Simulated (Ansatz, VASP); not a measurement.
## One calculation of Cu, two programs

Contents of INCAR:

```
SYSTEM = Cu
ALGO = Normal
EDIFF = 1E-7
ENCUT = 520
GGA = PE
ISIF = 2
ISMEAR = -1
LASPH = .TRUE.
LCHARG = .FALSE.
LREAL = .FALSE.
LWAVE = .FALSE.
NBANDS = 18
NELM = 60
PREC = Accurate
SIGMA = 0.08
```

File KPOINTS:

```
k-points
0
G
  13 13 13
  0 0 0
```

Contents of POSCAR:

```
Cu
1.0
    0.0000000000      2.4848677890      2.4848677890
    2.4848677890      0.0000000000      2.4848677890
    2.4848677890      2.4848677890      0.0000000000
Cu
2
Direct
   -0.1250000000     -0.1250000000     -0.1250000000
    0.1250000000      0.1250000000      0.1250000000
```

Input for Ansatz:

```yaml
crystal:
  lattice:
    - [0.0, 2.484867789, 2.484867789]
    - [2.484867789, 0.0, 2.484867789]
    - [2.484867789, 2.484867789, 0.0]
  atoms:
    - { symbol: Cu, position: [-0.125, -0.125, -0.125] }
    - { symbol: Cu, position: [0.125, 0.125, 0.125] }
kpoints:
  mp_grid: { grid: [13, 13, 13] }
  band_path:
    path:
      - [0.0, 0.0, 0.0]
      - [0.5, 0.0, 0.5]
      - [0.625, 0.25, 0.625]
      - [0.375, 0.375, 0.75]
      - [0.0, 0.0, 0.0]
      - [0.5, 0.5, 0.5]
      - [0.5, 0.25, 0.75]
      - [0.5, 0.0, 0.5]
    npoints: 8
scf:
  occupations: { method: fermi_dirac, width: 0.08 }
hamiltonian:
  xc: pbe
  pseudopotentials: { kind: all_electron, lapw: { basis_error: 0.001 } }
output:
  forces: true
  stress: true
  eigenvalues: true
  populations: true
  dos: { projected: true, de: 0.2, e_range: [-14, 8] }
```

Change from the starting cell: volume scaled by 0.8, LAPW.

Alike in both runs: task single point; functional PBE; k mesh 13 × 13 × 13; occupations fermi-dirac, width 0.08 eV; no spin polarisation.

|  | VASP | Ansatz |
| --- | --- | --- |
| version | VASP 6.6.1 | Ansatz 0.2.0 |
| potentials or method | VASP PAW PBE potentials, release 64 (Cu) | all-electron LAPW, scalar-relativistic |
| plane-wave cutoff (eV) | 520 | see its input |

VASP gave:

* pressure (GPa): 21.4

Which values does Ansatz return?

Pressure (GPa): 21.2.

Ansatz ran all-electron here, so the differences hold the error of VASP's frozen core and of both bases.

Caveats: so large a pressure means that the cell lies far from this level's equilibrium, or that cutoff or potentials fall short (VASP).
